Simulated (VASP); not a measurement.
# TiC (Fm-3m) in VASP: relaxation of cell and atoms with r2SCAN

Aim: the relaxation of cell and atoms of TiC with r2SCAN.

Everything below comes from runs of VASP 6.6.1. Logs are shortened: lines on timing, memory, paths and dates and some standing lists are left out, and cuts for length are marked.

## 1. The crystal as given

The structure is cubic, space group Fm-3m (No. 225). Conventional cell: a = 4.319 Å, b = 4.319 Å, c = 4.319 Å, α = 90.00°, β = 90.00°, γ = 90.00°. Ti (site symmetry m-3m) is surrounded by 6 C at 2.16 Å. C (site symmetry m-3m) has 6 Ti at 2.16 Å as nearest neighbours.

## 2. Relaxation of cell and atoms, r2SCAN

Input file INCAR:

```
PREC     = Accurate       # precision mode
ENCUT    = 600            # plane-wave cutoff, eV
EDIFF    = 1E-7           # SCF threshold, eV
ISMEAR   = 0              # smearing method
SIGMA    = 0.1            # smearing width, eV
LREAL    = False          # projectors in reciprocal space
LASPH    = True           # aspherical terms in the spheres
NELM     = 60             # most SCF steps
ALGO     = Normal         # electronic algorithm
ISIF     = 3              # what is computed and relaxed
LWAVE    = False          # write WAVECAR
LCHARG   = False          # write CHGCAR
METAGGA  = R2SCAN         # meta-GGA
LMIXTAU  = True         
IBRION   = 2              # ionic algorithm
NSW      = 80             # ionic steps
EDIFFG   = -0.004         # ionic threshold
```

Input file KPOINTS:

```
Automatic mesh
0
Gamma
  16 16 16
```

Input file POSCAR:

```
TiC
1.0
    0.0000000000      2.1593000000      2.1593000000
    2.1593000000      0.0000000000      2.1593000000
    2.1593000000      2.1593000000      0.0000000000
Ti C
1 1
Direct
    0.0000000000      0.0000000000      0.0000000000
    0.5000000000      0.5000000000      0.5000000000
```

Potentials or basis: VASP PAW PBE potentials, release 64 (Ti_sv, C).

Run with:

```
$ cat potpaw_PBE.64/Ti_sv/POTCAR potpaw_PBE.64/C/POTCAR > POTCAR
$ mpirun -np 1 vasp_std > vasp.out
```

OUTCAR:

```text
PREC = Accurate
   ENCUT = 600
   EDIFF = 1E-7
   ISMEAR = 0
   LREAL = False
   LASPH = True
   NELM = 60
   ISIF = 3
   METAGGA = R2SCAN
   IBRION = 2
   NSW = 80
   EDIFFG = -0.004

 ion  position               nearest neighbor table
   1  0.000  0.000  0.000-   2 2.16   2 2.16   2 2.16   2 2.16   2 2.16   2 2.16
   2  0.500  0.500  0.500-   1 2.16   1 2.16   1 2.16   1 2.16   1 2.16   1 2.16

  LATTYP: Found a face centered cubic cell.
 ALAT       =     4.3186000000

  Lattice vectors:

 A1 = (   0.0000000000,   2.1593000000,   2.1593000000)
 A2 = (   2.1593000000,   0.0000000000,   2.1593000000)
 A3 = (   2.1593000000,   2.1593000000,   0.0000000000)

Analysis of symmetry for initial positions (statically):
=====================================================================
 Subroutine PRICEL returns:
 Original cell was already a primitive cell.

 Routine SETGRP: Setting up the symmetry group for a
 face centered cubic supercell.

 Subroutine GETGRP returns: Found 48 space group operations
 (whereof 48 operations were pure point group operations)
 out of a pool of 48 trial point group operations.

The static configuration has the point symmetry O_h .

Analysis of symmetry for dynamics (positions and initial velocities):
=====================================================================
 Subroutine PRICEL returns:
 Original cell was already a primitive cell.

 Routine SETGRP: Setting up the symmetry group for a
 face centered cubic supercell.

 Subroutine GETGRP returns: Found 48 space group operations
 (whereof 48 operations were pure point group operations)
 out of a pool of 48 trial point group operations.

The dynamic configuration has the point symmetry O_h .

 Subroutine INISYM returns: Found 48 space group operations
 (whereof 48 operations are pure point group operations),
 and found     1 'primitive' translations

----------------------------------------------------------------------------------------

                                     Primitive cell

  volume of cell :      20.1358

  direct lattice vectors                    reciprocal lattice vectors
     0.000000000  2.159300000  2.159300000    -0.231556523  0.231556523  0.231556523
     2.159300000  0.000000000  2.159300000     0.231556523 -0.231556523  0.231556523
     2.159300000  2.159300000  0.000000000     0.231556523  0.231556523 -0.231556523

  length of vectors
     3.053711345  3.053711345  3.053711345     0.401067663  0.401067663  0.401067663

  position of ions in fractional coordinates (direct lattice)
     0.000000000  0.000000000  0.000000000
     0.500000000  0.500000000  0.500000000

  ion indices of the primitive-cell ions
   primitive index   ion index
                 1           1
                 2           2

----------------------------------------------------------------------------------------

 KPOINTS: Automatic mesh

Automatic generation of k-mesh.
 Grid dimensions read from file:
 generate k-points for:   16   16   16

 Generating k-lattice:

  Cartesian coordinates                     Fractional coordinates (reciprocal lattice)
    -0.014472283  0.014472283  0.014472283     0.062500000  0.000000000  0.000000000
     0.014472283 -0.014472283  0.014472283     0.000000000  0.062500000  0.000000000
     0.014472283  0.014472283 -0.014472283     0.000000000  0.000000000  0.062500000

  Length of vectors
     0.025066729  0.025066729  0.025066729

  Shift w.r.t. Gamma in fractional coordinates (k-lattice)
     0.000000000  0.000000000  0.000000000

 Subroutine IBZKPT returns following result:
 ===========================================

 Found    145 irreducible k-points:

 Following reciprocal coordinates:
            Coordinates               Weight
  0.000000  0.000000  0.000000      1.000000
  0.062500  0.000000  0.000000      8.000000
  0.125000  0.000000  0.000000      8.000000
  0.187500  0.000000  0.000000      8.000000
  0.250000  0.000000  0.000000      8.000000
  0.312500  0.000000  0.000000      8.000000
[... 16 lines left out ...]
 -0.125000  0.062500  0.000000     24.000000
 -0.062500  0.062500  0.000000     12.000000
 [... further k-points ...]
   k-points           NKPTS =    145   k-points in BZ     NKDIM =    145   number of bands    NBANDS=     12
   number of dos      NEDOS =    301   number of ions     NIONS =      2
   total plane-waves  NPLWV =  13824
   dimension x,y,z NGX =    24 NGY =   24 NGZ =   24
   dimension x,y,z NGXF=    48 NGYF=   48 NGZF=   48
   ions per type =               1   1
   NGX,Y,Z   is equivalent  to a cutoff of  13.07, 13.07, 13.07 a.u.
   NGXF,Y,Z  is equivalent  to a cutoff of  26.13, 26.13, 26.13 a.u.
 SYSTEM =  unknown system
   PREC   = accura    normal or accurate (medium, high low for compatibility)
   ISTART =      0    job   : 0-new  1-cont  2-samecut
   ICHARG =      2    charge: 1-file 2-atom 10-const
   ISPIN  =      1    spin polarized calculation?
   LNONCOLLINEAR =      F non collinear calculations
   LSORBIT =      F    spin-orbit coupling
   LASPH  =      T    aspherical Exc in radial PAW
   ENCUT  =  600.0 eV  44.10 Ry    6.64 a.u.   6.10  6.10  6.10*2*pi/ulx,y,z
   NELM   =     60;   NELMIN=  2; NELMDL= -5     # of ELM steps
   EDIFF  = 0.1E-06   stopping-criterion for ELM
   LREAL  =      F    real-space projection
   EDIFFG = -.4E-02   stopping-criterion for IOM
   NSW    =     80    number of steps for IOM
   IBRION =      2    ionic relax: 0-MD 1-quasi-New 2-CG
   NFREE  =      1    steps in history (QN), initial steepest desc. (CG)
   ISIF   =      3    stress and relaxation
   ISYM   =      2    0-nonsym 1-usesym 2-fastsym
   POTIM  = 0.5000    time-step for ionic-motion
   TEBEG  =    0.0;   TEEND  =   0.0 temperature during run
   PSTRESS=    0.0 pullay stress
   NELECT =      16.0000    total number of electrons
   NUPDOWN=      -1.0000    fix difference up-down
   EMIN   =  10.00;   EMAX   =-10.00  energy-range for DOS
   EFERMI =   0.00;   METHOD = LEGACY
   ISMEAR =     0;   SIGMA  =   0.10  broadening in eV -4-tet -1-fermi 0-gaus
   EFERMI_NEDOS =   21; number of points for ismear=-14 and -15
   IALGO  =     38    algorithm
   IMIX   =      4    mixing-type and parameters
     AMIX     =   0.40;   BMIX     =  1.00
     AMIX_MAG =   1.60;   BMIX_MAG =  1.00
  volume/ion in A,a.u.               =      10.07        67.94
  Fermi-wavevector in a.u.,A,eV,Ry     =   1.516323  2.865436 31.283015  2.299237
  Thomas-Fermi vector in A             =   2.625728
   LORBIT       =      0    0 simple, 1 ext, 2 COOP (PROOUT), +10 PAW based schemes
   METAGGA = R2SCAN    functional components
   LHFCALC =     F    Hartree Fock is set to
   AEXX    =    0.0000 exact exchange contribution
   IVDW    =     0    specifies the selected vdW correction
   LEPSILON=     F    determine dielectric tensor
   LRPA    =     F    only Hartree local field effects (RPA)
 conjugate gradient relaxation of ions
 non-spin polarized calculation
 Gauss-broadening in eV      SIGMA  =   0.10
  energy-cutoff  :      600.00
  volume of cell :       20.14
 maximum number of plane-waves:       692
   NGX = 13   NGY = 13   NGZ = 13

--------------------------------------- Ionic step        1  -------------------------------------------

 number of electron      16.0000002 magnetization

 Free energy of the ion-electron system (eV)
  ---------------------------------------------------
  ext. energy  EPLUGINS =         0.00000000
  ---------------------------------------------------
  free energy    TOTEN  =       -24.86899346 eV

  energy without entropy =      -24.86698780  energy(sigma->0) =      -24.86799063

------------------------ aborting loop because EDIFF is reached ----------------------------------------

  FORCE on cell =-STRESS in cart. coord.  units (eV):
  Direction    XX          YY          ZZ          XY          YZ          ZX
  --------------------------------------------------------------------------------------
  -------------------------------------------------------------------------------------
  Total        0.3243215      0.3243215      0.3243215      0.0000000     -0.0000000     -0.0000000
  in kB       25.8058039     25.8058039     25.8058039      0.0000000     -0.0000000     -0.0000000
  external PRESSURE =      25.8058039 kB  Pullay stress =       0.0000000 kB
[... 57 lines left out ...]
  energy  without entropy=      -24.8654572034  energy(sigma->0) =      -24.86646513

--------------------------------------- Ionic step        3  -------------------------------------------

 number of electron      16.0000000 magnetization

 Free energy of the ion-electron system (eV)
  ---------------------------------------------------
  ext. energy  EPLUGINS =         0.00000000
  ---------------------------------------------------
  free energy    TOTEN  =       -24.87055131 eV

  energy without entropy =      -24.86853977  energy(sigma->0) =      -24.86954554

 E-fermi :   9.4756     XC(G=0): -13.5841

 val. band max:        9.4628705846   @ k =   0.4375   0.3750   0.0000
 cond. band min:       9.4867421298   @ k =   0.1875   0.1875   0.0000
 fundamental gap:      0.0238715452
 Fermi energy:         9.4755789118

 k-point     1 :       0.0000    0.0000    0.0000
  band No.  band energies     occupation
      1     -49.5010      2.00000
      2     -24.4800      2.00000
      3     -24.4799      2.00000
      4     -24.4799      2.00000
      5      -3.7221      2.00000
      6      10.3436      0.00000
      7      10.3436      0.00000
      8      10.3436      0.00000
      9      11.1445      0.00000
     10      11.1445      0.00000
     11      11.1445      0.00000
     12      11.1949      0.00000
[... 331 lines left out ...]
 k-point    24 :      -0.0625    0.0625    0.0000
  band No.  band energies     occupation
      1     -49.4936      2.00000
      2     -24.5280      2.00000
      3     -24.4931      2.00000
      4     -24.4809      2.00000
      5      -3.4837      2.00000
      6       9.2328      1.99940
      7       9.3480      1.92880
      8       9.5200      0.52987
      9      10.4585      0.00000
     10      10.9540      0.00000
     11      11.8364      0.00000
     12      12.3872      0.00000

 [... further k-points ...]

------------------------ aborting loop because EDIFF is reached ----------------------------------------

  FORCE on cell =-STRESS in cart. coord.  units (eV):
  Direction    XX          YY          ZZ          XY          YZ          ZX
  --------------------------------------------------------------------------------------
  -------------------------------------------------------------------------------------
  Total        0.0002748      0.0002748      0.0002748     -0.0000000     -0.0000000      0.0000000
  in kB        0.0216561      0.0216561      0.0216561     -0.0000000     -0.0000000      0.0000000
  external PRESSURE =       0.0216561 kB  Pullay stress =       0.0000000 kB
[... 17 lines left out ...]
  FREE ENERGIE OF THE ION-ELECTRON SYSTEM (eV)
  ---------------------------------------------------
  free  energy   TOTEN  =       -24.8705513143 eV

  energy  without entropy=      -24.8685397672  energy(sigma->0) =      -24.86954554

 reached required accuracy - stopping structural energy minimisation
```

Run time: 4 min. Hardware: 1 thread of Intel Xeon 6975P-C (Granite Rapids), shared host; peak memory 0.17 GiB.

Results:

```yaml
Free_energy: -24.8706 eV
Relaxed_volume: 10.17 Å³/atom
Relaxed_cell: a = 3.064 Å, b = 3.064 Å, c = 3.064 Å, α = 60.00°, β = 60.00°, γ = 60.00°
Space_group_after_relaxing_to_0.05_Å: Fm-3m (No. 225)
Energy_gained_by_relaxing: 0.8 meV/atom
Ionic_steps: 3
Pressure_after_relaxing: 0.0 GPa
Band_gap_on_the_k_mesh: none (metal or under the smearing width)
```

The path:
| step | energy change (eV) | largest force (eV/Å) | pressure (GPa) | volume (Å³) |
| --- | --- | --- | --- | --- |
| 1 | 0.0000 | 0.0000 | 2.58 | 20.14 |
| 2 | 0.0015 | 0.0000 | -3.46 | 20.61 |
| 3 | -0.0016 | 0.0000 | 0.00 | 20.33 |

Final structure:
```
Ti C
1.0
     0.00000    2.16628    2.16628
     2.16628    0.00000    2.16628
     2.16628    2.16628    0.00000
Ti C
1 1
Direct
  0.00000 0.00000 0.00000
  0.50000 0.50000 0.50000
```

Caveat: the PAW data sets were made with another functional, which shifts forces and pressure a little. Zero-point motion and thermal expansion aren't in these numbers.
